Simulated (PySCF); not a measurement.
Molfile (atoms numbered from 1):
```
C6H7N
     RDKit          3D

 14 14  0  0  0  0  0  0  0  0999 V2000
    2.3383   -0.2076    0.1629 N   0  0  0  0  0  0  0  0  0  0  0  0
    0.9676   -0.0848    0.0524 C   0  0  0  0  0  0  0  0  0  0  0  0
    0.3092    1.0811    0.4808 C   0  0  0  0  0  0  0  0  0  0  0  0
   -1.0763    1.1801    0.4113 C   0  0  0  0  0  0  0  0  0  0  0  0
   -1.8453    0.1275   -0.0846 C   0  0  0  0  0  0  0  0  0  0  0  0
   -1.1987   -1.0320   -0.5120 C   0  0  0  0  0  0  0  0  0  0  0  0
    0.1863   -1.1415   -0.4468 C   0  0  0  0  0  0  0  0  0  0  0  0
    2.7768   -0.9029   -0.4260 H   0  0  0  0  0  0  0  0  0  0  0  0
    2.8639    0.6542    0.2218 H   0  0  0  0  0  0  0  0  0  0  0  0
    0.8979    1.9140    0.8754 H   0  0  0  0  0  0  0  0  0  0  0  0
   -1.5618    2.0990    0.7504 H   0  0  0  0  0  0  0  0  0  0  0  0
   -2.9325    0.2099   -0.1383 H   0  0  0  0  0  0  0  0  0  0  0  0
   -1.7811   -1.8691   -0.9059 H   0  0  0  0  0  0  0  0  0  0  0  0
    0.6783   -2.0586   -0.7829 H   0  0  0  0  0  0  0  0  0  0  0  0
  1  2  1  0
  2  3  2  0
  3  4  1  0
  4  5  2  0
  5  6  1  0
  6  7  2  0
  7  2  1  0
  1  8  1  0
  1  9  1  0
  3 10  1  0
  4 11  1  0
  5 12  1  0
  6 13  1  0
  7 14  1  0
M  END
```

Geometry: PBE0-D3(BJ)/def2-SVP; GIAO absolute shieldings from PySCF, gas phase, non-relativistic, averaged over equivalent atoms.

At B97-2/pcSseg-1 (154 basis functions, 13 s wall time on 1 thread of an Arm Neoverse V2, shared host):
| atoms | σ (ppm) |
| --- | --- |
| N1 | 189.1 |
| C2 | 35.3 |
| C4/C6 | 51.7 |
| C5 | 64.8 |
| C3/C7 | 69.8 |
| H11/H13 | 24.24 |
| H12 | 24.75 |
| H10/H14 | 24.92 |
| H8/H9 | 28.35 |

What do these become at PBE0/def2-TZVP?

## Answers


```tsv
atoms	σ at PBE0/def2-TZVP	change
N1	193.3	+4.2
C2	33.8	-1.5
C4/C6	51.9	+0.2
C5	65.7	+0.9
C3/C7	70.1	+0.3
H11/H13	24.15	-0.09
H12	24.66	-0.09
H10/H14	24.84	-0.08
H8/H9	28.47	+0.12
```

The largest change is at N1 (aniline-type nitrogen). Cost: 259 basis functions, 33 s wall time on 1 thread of an Arm Neoverse V1, shared host. The order of the carbon signals is the same at both levels.
